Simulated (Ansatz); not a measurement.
A decomposition energy, worked out: Hf3C2

Computed with DFT PBE, scalar-relativistic, plane waves, PAW (Ansatz). All cells share a 420 eV cutoff and Γ-centred k meshes spaced at most about 0.3 Å⁻¹ (about 0.25 or finer for metals, 2π included). No spin polarisation.

The zero of energy is the elements' standard structures at the same level; no fitted shifts are applied.

Temperature and zero-point effects are left out. For metals, differences of a few meV/atom aren't resolved. Spin–orbit coupling, which can matter for Hf, is left out. The reference form of C is held partly by dispersion forces, which this level lacks.

A trial structure of Hf3C2 (reached from: Al3Ni2 type (P-3m1); relaxed: space group P-3m1 (No. 164), a = 3.305 Å, c = 7.932 Å) has a formation energy of -0.760 eV/atom. At its composition the lowest mixture among the elements and 1 reference phase computed alike (others may be missing) consists of these:

```
      phase   source  ΔE_f (eV/atom)
 Hf (solid)  element          -0.001
HfC (Fm-3m)      COD          -0.918
```

The lowest database cell of Hf (-0.001) lies slightly below the reference, hence the non-zero entry.

Q: Write the balanced decomposition and find its energy per atom, per formula unit and per mole of formula units.

A: Balancing Hf and C gives Hf3C2 → Hf + 2 HfC. The left side holds 5 atoms, and the products take 1/5 (Hf) and 4/5 (HfC) of them. The mixture therefore lies at 1/5 × (-0.001) + 4/5 × (-0.918) = -0.735 eV/atom. The reaction energy is -0.735 − (-0.760) = 0.025 eV/atom. Times 5 atoms that is 0.125 eV per Hf3C2, and times 96.485 it is 12 kJ per mole of Hf3C2. Decomposition is uphill, so the structure is stable against the phases compared; others may be missing. A margin this small is within the errors of the functional.
